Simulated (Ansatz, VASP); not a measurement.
Two plane-wave programs on Li

```xyz
1
Lattice="0.0000 2.0973 2.0973 2.0973 0.0000 2.0973 2.0973 2.0973 0.0000" Properties=species:S:1:pos:R:3 pbc="T T T"
Li    0.0000    0.0000    0.0000
```

Alike in both runs: functional PBEsol; dispersion D3(BJ); k mesh 13 × 13 × 13; no spin polarisation.

Ansatz relaxed the structure, and its values are those at the end. VASP's run is a single point on that final structure, the one shown.

|  | VASP | Ansatz |
| --- | --- | --- |
| version | VASP 6.6.1 | Ansatz 0.2.0 |
| potentials or method | VASP PAW PBE potentials, release 64 (Li_sv) | plane waves, PAW |
| plane-wave cutoff (eV) | 520 | 420 |
| occupations | methfessel-paxton of order 1, width 0.1 eV | methfessel-paxton of order 1 |
| valence electrons in the cell | 3 | 3 |

```tsv
	VASP	Ansatz	Ansatz less VASP
dispersion energy (meV/atom)	-164.4	-164.4	-0.04
```
